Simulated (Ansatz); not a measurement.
**Al (bcc)**

Level of theory: DFT, PBE with spin–orbit coupling, two-component spinors; plane waves to 420 eV with PAW datasets (Ansatz 0.2.0), 18×18×18 k-mesh, Gaussian smearing of 0.05 eV; PAW files: Ansatz's generated set soft_2.

Space group Im-3m (No. 229). a = 3.236 Å, b = 3.236 Å, c = 3.236 Å, α = 90.00°, β = 90.00°, γ = 90.00°
```tsv
atom	site	symmetry	x	y	z
Al	2a	m-3m	0.0000	0.0000	0.0000
```

At room temperature and ambient pressure Al is fcc.

**Question.** Which orbitals carry the states at the Fermi level, and how many states are there?

**Answer.** Within 0.1 eV of it: Al 3p 68 %, Al 3s 32 % (shares among the projected shells). The density of states at the Fermi level is about 0.43 states/eV per cell, averaged over 0.3 eV.

Density of states (tetrahedra, averaged over 0.3 eV; states/eV per cell of 1 atom; energy in eV from the Fermi level; projections on Löwdin-orthogonalised atomic orbitals, summed over sites):

| E | total | Al 3p | Al 3s |
| --- | --- | --- | --- |
| -7.60 | 0.22 | 0.15 | 0.07 |
| -7.30 | 0.23 | 0.16 | 0.07 |
| -7.00 | 0.24 | 0.16 | 0.08 |
| -6.70 | 0.25 | 0.17 | 0.08 |
| -6.40 | 0.26 | 0.18 | 0.08 |
| -6.10 | 0.27 | 0.19 | 0.08 |
| -5.80 | 0.28 | 0.19 | 0.09 |
| -5.50 | 0.29 | 0.20 | 0.09 |
| -5.20 | 0.30 | 0.21 | 0.09 |
| -4.90 | 0.31 | 0.22 | 0.09 |
| -4.60 | 0.32 | 0.23 | 0.09 |
| -4.30 | 0.35 | 0.27 | 0.09 |
| -4.00 | 0.33 | 0.25 | 0.07 |
| -3.70 | 0.31 | 0.23 | 0.07 |
| -3.40 | 0.33 | 0.23 | 0.10 |
| -3.10 | 0.35 | 0.23 | 0.11 |
| -2.80 | 0.36 | 0.23 | 0.12 |
| -2.50 | 0.36 | 0.23 | 0.12 |
| -2.20 | 0.36 | 0.22 | 0.13 |
| -1.90 | 0.39 | 0.25 | 0.13 |
| -1.60 | 0.41 | 0.27 | 0.13 |
| -1.30 | 0.39 | 0.26 | 0.11 |
| -1.00 | 0.39 | 0.26 | 0.12 |
| -0.70 | 0.40 | 0.25 | 0.13 |
| -0.40 | 0.42 | 0.27 | 0.13 |
| -0.10 | 0.42 | 0.27 | 0.13 |
| 0.20 | 0.43 | 0.28 | 0.13 |
| 0.50 | 0.44 | 0.28 | 0.13 |
| 0.80 | 0.45 | 0.29 | 0.13 |
| 1.10 | 0.46 | 0.30 | 0.13 |
| 1.40 | 0.47 | 0.32 | 0.13 |
| 1.70 | 0.50 | 0.34 | 0.12 |
| 2.00 | 0.51 | 0.36 | 0.12 |
| 2.30 | 0.50 | 0.35 | 0.11 |
| 2.60 | 0.49 | 0.34 | 0.11 |
| 2.90 | 0.48 | 0.34 | 0.10 |
| 3.20 | 0.47 | 0.33 | 0.10 |
| 3.50 | 0.47 | 0.32 | 0.09 |
| 3.80 | 0.47 | 0.32 | 0.09 |
| 4.10 | 0.48 | 0.32 | 0.08 |
| 4.40 | 0.48 | 0.31 | 0.08 |
| 4.70 | 0.49 | 0.30 | 0.08 |
| 5.00 | 0.50 | 0.30 | 0.08 |
| 5.30 | 0.50 | 0.30 | 0.08 |

With 3 valence electrons in the calculation's cell and no magnetic order, the Kramers pairs of bands, two electrons each, can't all be full or empty: band theory demands a metal.
